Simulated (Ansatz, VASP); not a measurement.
**WC (Qusongite) in VASP and in Ansatz**

Contents of INCAR:

```
ALGO     = Normal         # electronic algorithm
EDIFF    = 1E-6           # SCF threshold, eV
ENCUT    = 520            # plane-wave cutoff, eV
GGA      = PS             # functional
ISIF     = 2              # what is computed and relaxed
ISMEAR   = -1             # smearing method
LASPH    = T              # aspherical terms in the spheres
LCHARG   = T              # write CHGCAR
LELF     = T              # ELF
LREAL    = F              # projectors in reciprocal space
LVHAR    = T            
LWAVE    = F              # write WAVECAR
NBANDS   = 16             # bands
NELM     = 60             # most SCF steps
PREC     = Accurate       # precision mode
SIGMA    = 0.05           # smearing width, eV
```

The input KPOINTS:

```
k-points
0
Gamma
  11 11 10
```

Contents of POSCAR:

```
WC
1.0
    2.9541560111      0.0000000000      0.0000000000
   -1.4770780055      2.5583712697      0.0000000000
    0.0000000000      0.0000000000      2.8831099057
W C
1 1
Direct
    0.0000000000      0.0000000000      0.0000000000
    0.6666666667      0.3333333333      0.5000000000
```

Input for Ansatz:

```yaml
crystal:
  lattice:
    - [2.9541560110823717, 0.0, 0.0]
    - [-1.4770780055411858, 2.558371269738668, 0.0]
    - [0.0, 0.0, 2.8831099057410134]
  atoms:
    - { symbol: W, position: [0.0, 0.0, 0.0] }
    - { symbol: C, position: [0.6666666666666666, 0.3333333333333333, 0.5] }
basis:
  ecutwfc: 500.0
kpoints:
  mp_grid:
    grid: [11, 11, 10]
hamiltonian:
  xc: pbesol
  pseudopotentials:
    kind: paw
scf:
  occupations:
    method: fermi_dirac
    width: 0.05
output:
  stress: true
```

Alike in both runs: task single point; functional PBEsol; k mesh 11 × 11 × 10; occupations fermi-dirac, width 0.05 eV; no spin polarisation.

|  | VASP | Ansatz |
| --- | --- | --- |
| version | VASP 6.6.1 | Ansatz 0.2.0 |
| potentials or method | VASP PAW PBE potentials, release 64 (W_sv, C) | plane waves, PAW |
| plane-wave cutoff (eV) | 520 | 500 |
| valence electrons in the cell | 18 | 18 |

```tsv
	VASP	Ansatz	Ansatz less VASP
pressure (GPa)	-19.9	-20.8	-0.98
largest component of the traceless stress (GPa)	2.26	2.46	+0.196
```

Ansatz warned: «structure_snapped_to_symmetry».

Caveats: so large a pressure means that the cell lies far from this level's equilibrium, or that cutoff or potentials fall short (VASP); the potentials were made for another functional, which shifts forces and pressure (VASP). The runs have no spin-orbit coupling, so splittings on W are missing.
